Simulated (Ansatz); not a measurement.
# CdS (Hawleyite): the dielectric function from several functionals

Aim: the dielectric function of CdS (Hawleyite) in the independent-particle picture, and how it depends on the functional and on the gap. The runs, in order: HSE06 for the gap; optics with PBE on 6×6×6; optics with r2SCAN on 6×6×6; optics with PBE and scissors to the HSE06 gap on 6×6×6; optics with PBE with spin-orbit coupling on 4×4×4.

Method: plane waves, PAW; no local fields, no excitons, in Ansatz 0.2.0.

1 further run of the same task is left out (it didn't finish).

## Step 1: The starting structure

The structure is cubic, space group F-43m (No. 216). The conventional cell has a = 5.878 Å, b = 5.878 Å, c = 5.878 Å, α = 90.00°, β = 90.00°, γ = 90.00°. Cd (site symmetry -43m) has 4 S at 2.55 Å as nearest neighbours. S (site symmetry -43m) is surrounded by 4 Cd at 2.55 Å.

Structure file:

```
Cd S
1.0
     0.00000    2.93921    2.93921
     2.93921    0.00000    2.93921
     2.93921    2.93921    0.00000
Cd S
1 1
Cartesian
  0.0000 0.0000 0.0000
  1.4696 1.4696 1.4696
```

The cell was relaxed beforehand with r2SCAN; those runs aren't shown.

## Step 2: The gap to aim at

Contents of input.yaml:

```yaml
crystal:
  lattice:
    - [0.0, 2.9392138883, 2.9392138883]
    - [2.9392138883, 0.0, 2.9392138883]
    - [2.9392138883, 2.9392138883, 0.0]
  atoms:
    - { symbol: Cd, position: [0.0, 0.0, 0.0] }
    - { symbol: S, position: [0.25, 0.25, 0.25] }
kpoints:
  mp_grid: { grid: [4, 4, 4] }
  band_path:
    path:
      - [0.0, 0.0, 0.0]
      - [-0.5, -0.5, 0.0]
      - [-0.375, -0.375, 0.25]
      - [-0.375, 0.0, 0.375]
      - [0.0, 0.0, 0.5]
      - [-0.5, -0.25, 0.25]
    npoints: 1
hamiltonian:
  xc: hse06
scf:
  occupations: { method: fixed }
  n_extra_bands: 4
output:
  forces: true
  stress: true
  eigenvalues: true
  write_density: true
  write_potential: true
  elf: true
  volumetric_format: npy
```

The run is started by

```
$ ansatz run input.yaml --threads 4 --pin off --max-ram 3686MiB --backend cpu --events-out ev --progress --plain --runs-dir out
```

The runs that follow: Optics, PBE; Optics, r2SCAN; Optics, PBE with a scissors shift; Optics, PBE with spin-orbit coupling.

**Question.** What will the summary of the whole plan be? Wanted: ε∞, PBE; ε∞, r2SCAN; ε∞, PBE with spin-orbit coupling; tallest peak of ε₂, PBE; tallest peak of ε₂, r2SCAN; tallest peak of ε₂, PBE with spin-orbit coupling; HSE06 direct gap.

**Answer**, as computed:

```
                                        quantity            value
                                         ε∞, PBE             6.55
                                      ε∞, r2SCAN             5.68
                      ε∞, PBE + 1.02 eV scissors             5.55
                ε∞, PBE with spin-orbit coupling             6.41
                         tallest peak of ε₂, PBE  10.0 at 5.65 eV
                      tallest peak of ε₂, r2SCAN   9.6 at 6.05 eV
      tallest peak of ε₂, PBE + 1.02 eV scissors   9.9 at 6.65 eV
tallest peak of ε₂, PBE with spin-orbit coupling  10.0 at 5.65 eV
                                HSE06 direct gap          2.12 eV
```

In words: PBE + 1.02 eV scissors has the widest direct gap (2.12 eV) and PBE with spin-orbit coupling the narrowest (1.07 eV); ε∞ is 5.55 and 6.41. Spin-orbit coupling moves the direct gap by -0.03 eV; ε∞ doesn't compare between these two runs, as the bands summed differ. The meshes differ between the runs, and peak heights and places move with the mesh, so part of any difference isn't the level's. Local fields and excitons are left out: both change ε∞, and without excitons the onset lacks its lines.
